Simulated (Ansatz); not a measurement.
# TiTe2: LAPW beside PAW

The same cell of TiTe2 is computed with full-potential LAPW, PAW with frozen cores and datasets made for this crystal, to set the results side by side.

Method: DFT PBEsol, scalar-relativistic, in Ansatz 0.2.0.

### 1 The starting structure

It takes space group P-3m1 (No. 164, trigonal). Conventional cell: a = 3.777 Å, b = 3.777 Å, c = 6.498 Å, α = 90.00°, β = 90.00°, γ = 120.00°. Ti (site symmetry -3m) has 6 Te at 2.77 Å in its first shell of neighbours. Te (site symmetry 3m) is surrounded by 3 Ti at 2.77 Å.

Coordinates:

```xyz
3
Lattice="3.7770 0.0000 0.0000 -1.8885 3.2710 0.0000 0.0000 0.0000 6.4980" Properties=species:S:1:pos:R:3 pbc="T T T"
Ti    0.0000    0.0000    0.0000
Te    1.8885    1.0903    1.7077
Te    0.0000    2.1807    4.7903
```

Structure: COD 1008063, as refined from experiment and not relaxed.

Atoms are numbered in the order of the input: Ti1, Te2, Te3.

### 2 Full-potential LAPW

input.yaml

```yaml
crystal:
  lattice:
    - [3.7770008876, 0.0, 0.0]
    - [-1.8885004438, 3.2709787188, 0.0]
    - [0.0, 0.0, 6.498]
  atoms:
    - { symbol: Ti, position: [0.0, 0.0, 0.0] }
    - { symbol: Te, position: [0.6666666667, 0.3333333333, 0.2628] }
    - { symbol: Te, position: [0.3333333333, 0.6666666667, 0.7372] }
kpoints:
  mp_grid: { grid: [13, 13, 7] }
  band_path:
    path:
      - [0.0, 0.0, 0.0]
      - [0.5, 0.0, 0.0]
      - [0.3333333333, 0.3333333333, 0.0]
      - [0.0, 0.0, 0.0]
      - [0.0, 0.0, 0.5]
      - [0.5, 0.0, 0.5]
      - [0.3333333333, 0.3333333333, 0.5]
      - [0.0, 0.0, 0.5]
      - [0.5, 0.0, 0.5]
    npoints: 14
scf:
  occupations: { method: fermi_dirac, width: 0.03 }
hamiltonian:
  xc: pbesol
  pseudopotentials: { kind: all_electron, lapw: { basis_error: 0.001 } }
output:
  forces: true
  stress: true
  eigenvalues: true
  populations: true
  dos: { projected: true, de: 0.2, e_range: [-14, 8] }
```

Launch:

```
$ ansatz run input.yaml --threads 1 --pin off --max-ram 4096MiB --backend cpu --events-out ev --progress --plain --runs-dir out
```

Log:

```text
Ti: projections on atomic orbitals take those of the free atom 1s2 2s2 2p6 3s2 3p6 3d2 4s2, of charge +0.00 (hamiltonian.pseudopotentials.projection_atoms)
Te: projections on atomic orbitals take those of the free atom 1s2 2s2 2p6 3s2 3p6 3d10 4s2 4p6 4d10 5s2 5p4, of charge +0.00 (hamiltonian.pseudopotentials.projection_atoms)
LAPW: plane waves up to 7.940 Å⁻¹, error target 1.0e-3 eV per atom; small_component_spin mean_spin; Ti in spheres of 1.350 Å, 12 of its electrons in bands, Dirac shells []; Te in spheres of 1.419 Å, 24 of its electrons in bands, Dirac shells []
Engine: ansatz 0.2.0
Pseudopotentials: kind: all_electron
Pseudopotential: Ti, LAPW, valence charge 12, Koelling and Harmon's equation, gaussian nucleus
Pseudopotential: Te, LAPW, valence charge 24, Koelling and Harmon's equation, gaussian nucleus
Functional definition: PBEsol
  exchange = pbesol_x
  correlation = pbesol_c
Crystal: 3 atoms, lattice volume = 80.279 Å³
Basis set: ecut = 240.2066371460484 eV, 701 PW (Γ), exchange–correlation at level 2
Bands: 36, of which v1, the nominal top of the filled ones, is band 30 counted from 1 (29 counted from 0)
Symmetry: 12 space group operations
Space group: P-3m1 (ITA 164), of the structure as read, at distance tolerance 4.3e-5 Å
k-points: 126 of 1183
Non-local potential: Ti, projectors of the file, none
Non-local potential: Te, projectors of the file, none
Initial density: superposition of atomic densities (chi_scale 0.1, normalization cell, long waves kept (reshape's long-wave potential 0.06 eV rms))
Initial wavefunctions: plane waves of lowest kinetic energy (no species holds an atomic orbital)
Functional: x = pbesol(κ = 0.804, μ = 0.12345679012345678), c = pbesol(β = 0.046)
iter 1 solved again at ethr=2.06e-3 eV; its pass at ethr=1.00e-1 eV (dr2=1.23e0 eV) is discarded
SCF iter   1: F=—  HF=-392821.893810 eV  |F-HF|=—  |Δ(HF+E_count)|=         —  Δρ=2.02e-2  dr2=1.24e0  ethr=2.06e-3  ⟨swp⟩=2.0  Hψ=30972  notcnv=0
preconditioner: auto → LDOS  [metal: Δε(μ)=0.012 eV  Ē_g=6.939 eV  σ=0.030 eV  W_gap=0.10  n_scr=22 (ndim 8)  ℏωp=16.6 eV  f_vac=0.017  D(μ)=1.66/eV (n_scr^D=10)  β→1.0]
SCF iter   2: F=—  HF=-392821.883582 eV  |F-HF|=—  |Δ(HF+E_count)|=   1.02e-2  Δρ=1.74e-2  dr2=1.39e0  ethr=2.06e-3  ⟨swp⟩=3.1  Hψ=15482  notcnv=0
iter 3 solved again at ethr=2.07e-5 eV; its pass at ethr=2.06e-3 eV (dr2=1.24e-2 eV) is discarded
SCF iter   3: F=—  HF=-392821.600953 eV  |F-HF|=—  |Δ(HF+E_count)|=   2.83e-1  Δρ=2.58e-3  dr2=1.22e-2  ethr=2.07e-5  ⟨swp⟩=2.1  Hψ=24037  notcnv=0
SCF iter   4: F=—  HF=-392821.598055 eV  |F-HF|=—  |Δ(HF+E_count)|=         —  Δρ=7.34e-4  dr2=6.62e-4  ethr=2.03e-5  ⟨swp⟩=2.0  Hψ=13889  notcnv=0
the basis was enlarged: its passes take 284.0 KiB over the memory plan, 1 of 1 planned eigensolver slots
SCF iter   5: F=—  HF=-392821.597796 eV  |F-HF|=—  |Δ(HF+E_count)|=   2.59e-4  Δρ=1.89e-4  dr2=5.31e-5  ethr=1.10e-6  ⟨swp⟩=2.0  Hψ=13679  notcnv=0
SCF iter   6: F=—  HF=-392821.597789 eV  |F-HF|=—  |Δ(HF+E_count)|=   7.12e-6  Δρ=4.79e-5  dr2=1.72e-6  ethr=8.85e-8  ⟨swp⟩=2.0  Hψ=13679  notcnv=0
SCF iter   7: F=—  HF=-392821.597789 eV  |F-HF|=—  |Δ(HF+E_count)|=   1.20e-7  Δρ=1.81e-5  dr2=3.74e-7  ethr=2.86e-9  ⟨swp⟩=2.4  Hψ=13741  notcnv=0
SCF iter   8: F=-392821.597789 eV  HF=-392821.597789 eV  |F-HF|=2.50e-9  |Δ(HF+E_count)|=   2.75e-8  Δρ=3.41e-6  dr2=1.01e-8  ethr=6.24e-10  ⟨swp⟩=2.0  Hψ=13680  notcnv=0
SCF 1 converged in 8 iterations: F = -392821.597789 eV  dr2 = 1.01e-8
NSCF: frozen V_eff on 113 k-points
SCF converged after 8 iterations
Free energy (F): -392821.597789 eV
Harris-Foulkes:  -392821.597789 eV  (|F-HF|=2.50e-9)
Internal energy: -392821.593943 eV  (E = F + TS)
E sigma→0 (E₀):  -392821.595866 eV
Entropy (-TS):   -0.003845 eV (-1.282 meV/atom)
Fermi energy:    11.934041 eV
--- Per-component energies (eV) ---
  E_band       = -2345.761235
  E_kinetic    = 413741.079035
  E_xc         = -10545.560801
  E_electrostatic = -796017.112177  (all electrons and nuclei)
  E_smearing   = -0.003845  (= −TS)
  E_closure    = 0.000000  (closes the sum)
  E_atoms      = -392805.220994  (free atoms, spherical and without spin; not in F)
  Σ components = -392821.597789   (vs F -392821.597789, Δ=0.00e0)
  Basis errors (estimates in eV, not in F): energy 3.8e-4 per atom: plane waves 3.4e-4 (1.9e-4 summed), levels above the bands 1.2e-69, relativity 1.3e-8, radial functions 4.1e-5, core shells 1.9e-7; eigenvalues (radial functions only) 1.0e-6; not estimated: angular momenta, meshes, grids; target (lapw.basis_error) 1.0e-3; muffin-tin radii Ti 1.350 Å, Te 1.419 Å
--- Forces (eV/Å), atoms counted from 1 ---
  atom   1  Ti    -0.00000000     0.00000000     0.00000000
  atom   2  Te    -0.00000000     0.00000000    -0.10988600
  atom   3  Te     0.00000000    -0.00000000     0.10988600
  max |Σ_I F_I| component: 5.78e-19 eV/Å
--- Stress (GPa, compression-positive) ---
       -2.609612      -0.000000      -0.000000
       -0.000000      -2.609612      -0.000000
       -0.000000      -0.000000      -1.565169
  P = ⅓ Tr σ = -2.2615 GPa (-22.615 kbar)
--- Band table (eV; the first three rows and the last of 126) ---
  k-point 0: bands = ["-146.9488", "-146.9488", "-97.0599", "-97.0599", "-97.0599", "-97.0599", "-97.0403", "-97.0402", "-45.3107", "-24.5207", "-24.5207", "-24.5167", "-24.5167", "-24.4980", "-24.4980", "-24.4963", "-24.4963", "-24.4894", "-24.4873", "-21.6648", "-21.6648", "-21.6336", "-0.5082", "0.9999", "6.6734", "10.2478", "10.2478", "12.2451", "12.3079", "12.3079", "12.5051", "12.9983", "12.9983", "14.9932", "14.9932", "16.9793"]
  k-point 1: bands = ["-146.9488", "-146.9488", "-97.0599", "-97.0599", "-97.0599", "-97.0599", "-97.0403", "-97.0402", "-45.3107", "-24.5212", "-24.5212", "-24.5163", "-24.5163", "-24.4979", "-24.4979", "-24.4963", "-24.4963", "-24.4893", "-24.4875", "-21.6648", "-21.6648", "-21.6336", "-0.4546", "0.8942", "6.8931", "10.2607", "10.2607", "11.6302", "12.3056", "12.3056", "12.7479", "12.9326", "12.9326", "15.0790", "15.0790", "17.0398"]
  k-point 2: bands = ["-146.9488", "-146.9488", "-97.0599", "-97.0599", "-97.0599", "-97.0599", "-97.0403", "-97.0402", "-45.3107", "-24.5222", "-24.5222", "-24.5156", "-24.5156", "-24.4976", "-24.4976", "-24.4965", "-24.4965", "-24.4890", "-24.4877", "-21.6648", "-21.6648", "-21.6336", "-0.2992", "0.6292", "7.4939", "10.2909", "10.2909", "10.6233", "12.3007", "12.3007", "12.7963", "12.7963", "12.8755", "15.2633", "15.2633", "17.2083"]
  k-point 125: bands = ["-146.9488", "-146.9488", "-97.0599", "-97.0599", "-97.0599", "-97.0599", "-97.0402", "-97.0402", "-45.3077", "-24.5219", "-24.5151", "-24.5144", "-24.5110", "-24.4997", "-24.4992", "-24.4979", "-24.4960", "-24.4827", "-24.4825", "-21.7008", "-21.6931", "-21.6122", "1.4999", "1.5536", "7.7267", "7.8111", "8.3714", "8.8467", "10.1430", "10.2566", "12.7927", "12.8681", "13.0522", "14.6527", "15.0486", "17.4887"]
--- Löwdin populations: 3 sites ---
  site symbol       q [e]
     0     Ti     21.4510
     1     Te     52.1819
     2     Te     52.1819
  spilling = 0.001470 (of n_electrons = 126.000000)
```

Wall time 2.7 min (1 thread of AMD EPYC 7R43 (Zen 3), shared host); peak memory 0.83 GiB.

This run gives: pressure -2.26 GPa; no gap; largest force 0.110 eV/Å.

At the corners of the path (eV, zero at the Fermi level):

| point | band 27 | band 28 | band 29 | band 30 | band 31 | band 32 | band 33 |
| --- | --- | --- | --- | --- | --- | --- | --- |
| Γ | -1.69 | 0.31 | 0.37 | 0.37 | 0.57 | 1.06 | 1.06 |
| M | -2.73 | -2.42 | -1.76 | -1.15 | -0.01 | 1.13 | 1.45 |
| K | -3.69 | -2.38 | -2.36 | -2.36 | 0.94 | 1.40 | 1.40 |
| Γ | -1.69 | 0.31 | 0.37 | 0.37 | 0.57 | 1.06 | 1.06 |
| A | -1.61 | -1.61 | 0.36 | 0.36 | 0.75 | 0.75 | 0.99 |
| L | -2.42 | -2.03 | -0.99 | -0.62 | -0.31 | 1.12 | 1.43 |
| H | -3.72 | -3.25 | -1.71 | -1.71 | 0.95 | 0.96 | 0.96 |
| A | -1.61 | -1.61 | 0.36 | 0.36 | 0.75 | 0.75 | 0.99 |
| L | -2.42 | -2.03 | -0.99 | -0.62 | -0.31 | 1.12 | 1.43 |

States per cell in windows of 1 eV (zero at the Fermi level; grid of 0.20 eV, so sharp peaks spill over the borders):

| from | to | total | Te 5p | Ti 3d |
| --- | --- | --- | --- | --- |
| -10 | -9 | 0.00 | 0.00 | 0.00 |
| -9 | -8 | 0.00 | 0.00 | 0.00 |
| -8 | -7 | 0.00 | 0.00 | 0.00 |
| -7 | -6 | 0.00 | 0.00 | 0.00 |
| -6 | -5 | 0.01 | 0.01 | 0.00 |
| -5 | -4 | 1.88 | 1.49 | 0.18 |
| -4 | -3 | 1.88 | 1.48 | 0.23 |
| -3 | -2 | 2.86 | 2.08 | 0.62 |
| -2 | -1 | 3.86 | 2.50 | 1.19 |
| -1 | 0 | 1.37 | 0.89 | 0.43 |
| 0 | 1 | 2.11 | 0.37 | 1.65 |
| 1 | 2 | 4.02 | 0.80 | 3.11 |
| 2 | 3 | 2.66 | 0.91 | 1.48 |
| 3 | 4 | 1.34 | 0.56 | 0.66 |
| 4 | 5 | 0.50 | 0.06 | 0.02 |

[end of part 1 of 2]
